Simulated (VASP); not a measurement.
# GeSe, excitations by TDDFT: which settings are enough?

GeSe, molecule in box, 2 atoms in the cell. PBE, TDDFT by the Casida equation; PAW potentials Ge_d, Se (PBE set). VASP 6.6.1.

Wanted: first excitation within 0.05 eV.

Kernel: local xc kernel.

POSCAR:
```
GeSe
1.0
   11.1000000000      0.0000000000      0.0000000000
    0.0000000000     11.1000000000      0.0000000000
    0.0000000000      0.0000000000     11.1000000000
Ge Se
1 1
Direct
    0.5000000000      0.5000000000      0.4038455405
    0.5000000000      0.5000000000      0.5961544595
```

The series start from Conduction bands in the pairs: 36; Valence bands in the pairs: 10; Vacuum around the molecule (Å): 9; Plane-wave cutoff (eV): 310. Each series keeps the choices made before it, and each single choice may use up half of a tolerance. Times cover all steps of a run.

## Conduction bands in the pairs

| Conduction bands in the pairs | First excitation (eV) | Time (s) |
|---|---|---|
| 4 | 3.443 | 21 |
| 12 | 3.443 | 21 |
| 24 | 3.443 | 21 |
| 36 | 3.443 | 22 |
| 60 | 3.443 | 24 |
| 100 (reference) | 3.443 | 31 |

## Valence bands in the pairs

| Valence bands in the pairs | First excitation (eV) | Time (s) |
|---|---|---|
| 1 | 3.618 | 21 |
| 3 | 3.443 | 21 |
| 6 | 3.443 | 21 |
| 10 (reference) | 3.443 | 21 |

## Vacuum around the molecule (Å)

| Vacuum around the molecule (Å) | First excitation (eV) | Time (s) |
|---|---|---|
| 6 | 3.485 | 9.4 |
| 9 | 3.443 | 21 |
| 12 (reference) | 3.440 | 56 |

## Plane-wave cutoff (eV)

| Plane-wave cutoff (eV) | First excitation (eV) | Time (s) |
|---|---|---|
| 220 | 3.439 | 14 |
| 270 | 3.443 | 22 |
| 310 | 3.443 | 21 |
| 380 (reference) | 3.444 | 26 |

## Question

The rows run from the loosest to the tightest. For each series: choose the loosest value from which every tighter one stays within half of the tolerance.

## Answer

- Conduction bands in the pairs: 4
- Valence bands in the pairs: 3
- Vacuum around the molecule (Å): 9
- Plane-wave cutoff (eV): 220

## All choices together

| Input | First excitation (eV) | Time (s) |
|---|---|---|
| one pair of orbitals (naive) | 5.865 | 21 |
| chosen settings | 3.439 | 14 |
| reference settings throughout | 3.440 | 133 |

The tolerance is met.

## The input

INCAR.step1:
```
ALGO     = Normal         # electronic algorithm
CSHIFT   = 0.1          
EDIFF    = 1E-7           # SCF threshold, eV
ENCUT    = 220            # plane-wave cutoff, eV
GGA      = PE             # functional
ISMEAR   = 0              # smearing method
LASPH    = T              # aspherical terms in the spheres
LCHARG   = F              # write CHGCAR
LOPTICS  = T              # frequency-dependent dielectric function
LWAVE    = T              # write WAVECAR
NBANDS   = 50             # bands
NEDOS    = 2000           # points of the DOS
PREC     = Accurate       # precision mode
SIGMA    = 0.02           # smearing width, eV
```

INCAR.step2:
```
ALGO     = TDHF           # electronic algorithm
ANTIRES  = 0            
CSHIFT   = 0.15         
EDIFF    = 1E-7           # SCF threshold, eV
ENCUT    = 220            # plane-wave cutoff, eV
ENCUTGW  = 150            # cutoff of the response function
GGA      = PE             # functional
IBSE     = 2            
ISMEAR   = 0              # smearing method
ISTART   = 1            
LADDER   = F            
LASPH    = T              # aspherical terms in the spheres
LCHARG   = F              # write CHGCAR
LFXC     = T            
LHARTREE = T            
LWAVE    = F              # write WAVECAR
NBANDS   = 52             # bands
NBANDSO  = 3            
NBANDSV  = 4            
NBSEEIG  = 6            
NOMEGA   = 1000           # frequency points
OMEGAMAX = 25           
PREC     = Accurate       # precision mode
PRECFOCK = Fast         
SIGMA    = 0.02           # smearing width, eV
```

KPOINTS:
```
k-points
0
Gamma
  1 1 1
```

Commands (each step's output is kept before the next begins):
```
cat potpaw_PBE.64/Ge_d/POTCAR potpaw_PBE.64/Se/POTCAR > POTCAR
cp INCAR.step1 INCAR
mpirun -np 4 vasp_gam > vasp.out
cp INCAR.step2 INCAR
mpirun -np 4 vasp_gam > vasp.out
```

The chosen input took VASP 6.6.1 14 s on 4 cores (Intel Xeon Platinum 8259CL @ 2.50GHz (Skylake/Cascade Lake)), a shared host.
